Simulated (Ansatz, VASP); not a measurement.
# ZnS: VASP beside Ansatz

```xyz
2
Lattice="0.0000 2.6942 2.6942 2.6942 0.0000 2.6942 2.6942 2.6942 0.0000" Properties=species:S:1:pos:R:3 pbc="T T T"
Zn    0.0000    0.0000    0.0000
S     1.3471    1.3471    1.3471
```

Alike in both runs: functional r2SCAN; k mesh 8 × 8 × 8; occupations gaussian, width 0.02 eV; no spin polarisation.

Ansatz relaxed the structure, and its values are those at the end. VASP's run is a single point on that final structure, the one shown.

```csv
,VASP,Ansatz
version,VASP 6.6.1,Ansatz 0.2.0
potentials or method,"VASP PAW PBE potentials, release 64 (Zn, S)","scalar-relativistic, plane waves, PAW"
plane-wave cutoff (eV),520,500
valence electrons in the cell,18,18
```

|  | VASP | Ansatz | Ansatz less VASP |
| --- | --- | --- | --- |
| gap on the k mesh at the Fermi level (eV) | 2.71 | 2.70 | -0.010 |
| least direct gap on the mesh (eV) | 2.71 | 2.70 | -0.010 |
| pressure (GPa) | 0.0 | 0.0 | 0.00 |

The functional is the same, so the differences come from potentials, cutoffs and numerics.

Caveats: the PAW data sets were made with another functional, which shifts forces and pressure a little (VASP). r2SCAN opens gaps a little over a GGA but as a rule still falls short of measured ones.
